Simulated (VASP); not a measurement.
# MgS in VASP: how settings move the PBE single point

The PBE single point of the known phase of MgS with 2 atoms a cell, under -2.9 % strain along z alone is repeated with altered inputs. Which of them can be trusted?

The runs shown are made with VASP 6.6.1. PAW datasets, plane waves. Calculated at 0 K for a non-magnetic (in the reference) cell.

## Step 1: The system as given

The cell comes from an earlier relaxation with r2SCAN in another program, then strained, with the atoms relaxed again. Some of the altered inputs switch spin polarisation on.

The symmetry is I4/mmm (No. 139, tetragonal); a = 3.679 Å, c = 5.052 Å in the conventional setting, 17.10 Å³ an atom. Mg has 6 S at 2.53–2.60 Å; S has 6 Mg at 2.53–2.60 Å.

The structure in full:

```cif
data_structure
_symmetry_space_group_name_H-M 'P 1'
_symmetry_Int_Tables_number 1
_cell_length_a 3.6261
_cell_length_b 3.6261
_cell_length_c 3.6791
_cell_angle_alpha 59.516
_cell_angle_beta 59.516
_cell_angle_gamma 60.969
_cell_volume 34.19
loop_
_atom_site_label
_atom_site_type_symbol
_atom_site_fract_x
_atom_site_fract_y
_atom_site_fract_z
_atom_site_occupancy
Mg1 Mg 0.00000 0.00000 0.00000 1
S1 S 0.50000 0.50000 0.50000 1
```

## Step 2: Baseline

File INCAR:

```
ENCUT = 520.000000
SIGMA = 0.020000
EDIFF = 1.00e-07
GGA = PE
PREC = Accurate
IBRION = -1
ISIF = 2
ISMEAR = -1
NBANDS = 11
NELM = 120
NSW = 0
LASPH = .TRUE.
LCHARG = .TRUE.
LELF = .TRUE.
LWAVE = .FALSE.
LREAL = .FALSE.
```

File KPOINTS:

```
KPOINTS created by Atomic Simulation Environment
0
Gamma
8 8 8
0 0 0
```

File POSCAR:

```
Mg S
 1.0000000000000000
     0.0000000000000000    2.6015177399999998    2.5260737255999999
     2.6015177399999998    0.0000000000000000    2.5260737255999999
     2.6015177399999998    2.6015177399999998    0.0000000000000000
 Mg  S
   1   1
Cartesian
  0.0000000000000000  0.0000000000000000  0.0000000000000000
  2.6015177399999998  2.6015177399999998  2.5260737255999999
```

A file KPOINTS_OPT adds named points for the levels; it doesn't enter the self-consistent loop.

Potentials: the recommended PBE PAW datasets, 8 valence electrons.

Run with:

```sh
$ mpirun -np 1 vasp_std
```

## Step 3: Try 1

File INCAR:

```
ENCUT = 520.000000
SIGMA = 0.020000
EDIFF = 1.00e-07
GGA = PE
IBRION = -1
ISIF = 2
ISMEAR = -1
NBANDS = 11
NSW = 0
LASPH = .TRUE.
LCHARG = .FALSE.
LWAVE = .FALSE.
LREAL = .FALSE.
PREC = Medium
ISYM = 0
NELM = 74
```

File KPOINTS:

```
KPOINTS created by Atomic Simulation Environment
0
Gamma
4 4 4
0 0 0
```

POSCAR is that of step 2.

## Step 4: Try 2

File INCAR:

```
ENCUT = 520.000000
EDIFF = 1.00e-07
GGA = PE
PREC = Accurate
IBRION = -1
ISIF = 2
NBANDS = 11
NELM = 120
NSW = 0
LASPH = .TRUE.
LCHARG = .FALSE.
LWAVE = .FALSE.
LREAL = .FALSE.
ISMEAR = 2
SIGMA = 0.05
```

KPOINTS is that of step 2.

POSCAR is that of step 2.

## Step 5: Try 3

File INCAR:

```
SIGMA = 0.020000
EDIFF = 1.00e-07
GGA = PE
PREC = Accurate
IBRION = -1
ISIF = 2
ISMEAR = -1
NBANDS = 11
NELM = 120
NSW = 0
LASPH = .TRUE.
LCHARG = .FALSE.
LWAVE = .FALSE.
LREAL = .FALSE.
ENCUT = 450
MAXMIX = 40
ISPIN = 2
MAGMOM = 2 2
```

KPOINTS is that of step 2.

POSCAR is that of step 2.

**Question.** What will these runs give? Wanted: for each run, changed; ending; energy change; pressure; electronic steps; usable.

As calculated:

| run | changed | ending | energy change (meV/atom) | pressure (GPa) | gap on the mesh (eV; negative: overlap) | electronic steps | time | usable |
| --- | --- | --- | --- | --- | --- | --- | --- | --- |
| ref. | – | converged | 0 | 3.5 | 2.70 | 12 | 18 s | yes |
| 1 | PREC = Medium, ISYM = 0, NELM = 74, mesh 4×4×4 | converged | 25.2 | 3.9 | 2.67 | 13 | 6.7 s | no |
| 2 | ISMEAR = 2, SIGMA = 0.05 | converged | 0.0 | 3.5 | 2.70 | 12 | 18 s | yes |
| 3 | ENCUT = 450, MAXMIX = 40, ISPIN = 2, MAGMOM = 2 2 | converged | 0.2 | 3.5 | – | 15 | 38 s | yes |

Of 3 altered inputs, 1 ended normally on a faulty or unsound input, 2 gave usable results. Among the usable ones with comparable energies, «ENCUT = 450, MAXMIX = 40, ISPIN = 2, MAGMOM = 2 2» moves the energy most, by 0.2 meV/atom.
